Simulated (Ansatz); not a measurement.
**FeCo: a fit and a missing row**

FeCo, Pm-3m, a = 2.845 Å. The structure is a COD entry; whether it is the stable form wasn't checked. Ansatz: PBE, PAW, 420 eV, Γ-centred 14×14×14 mesh on 2 atoms, Gaussian smearing 0.10 eV; collinear spin, largest moment 2.8 μB. Symmetry fixes shape and atoms, so the cell is only scaled; pressure is positive in compression.

```
V (Å³/atom) P (GPa)
     10.131    32.96
     10.476    22.57
     10.822    14.01
     11.167     6.55
     11.512     0.02
     11.858    -5.45
     12.203    -9.91
     12.663        ?
```

**Question.** Take V0 = 11.512 Å³/atom, count pressures from its P0 = 0.02 GPa, fit the third-order Birch–Murnaghan form to the other rows, and predict the missing pressure.

**Answer.** With the Eulerian strain f = ½[(V0/V)^(2/3) − 1] and y = (P − P0)/[3f(1 + 2f)^(5/2)], the form is the line y = B0 + 1.5 B0 (B0′ − 4) f. Rows (f, y): 0.04446, 199.6; 0.03244, 198.0; 0.02103, 200.0; 0.01025, 201.9; -0.00977, 196.1; -0.01906, 191.4. Means f = 0.01322, y = 197.83; Σ(Δf)² = 0.002986, ΣΔfΔy = 0.3108; the slope is their ratio. y = 196.5 + 104.1 f GPa, so B0 = 196.5 GPa and B0′ = 4 + 2 × (104.1)/(3 × 196.5) = 4.35. At V = 12.663, f = -0.03078, y = 193.30 and P = -15.21 GPa. The run gave -14.63 GPa, so the fit is 0.58 GPa too low, 1.2 % of the span of the series, against an rms of 0.17 GPa on the fitted rows. The row lies outside the fitted range. The points of y bend away from a line: a fourth-order term fitted to them gives P = -14.67 GPa at this row's volume (the line -15.21, the run -14.63). With a term in f² added B0′ becomes 4.76, so this figure hangs on the form.

Only parallel moments were tried here.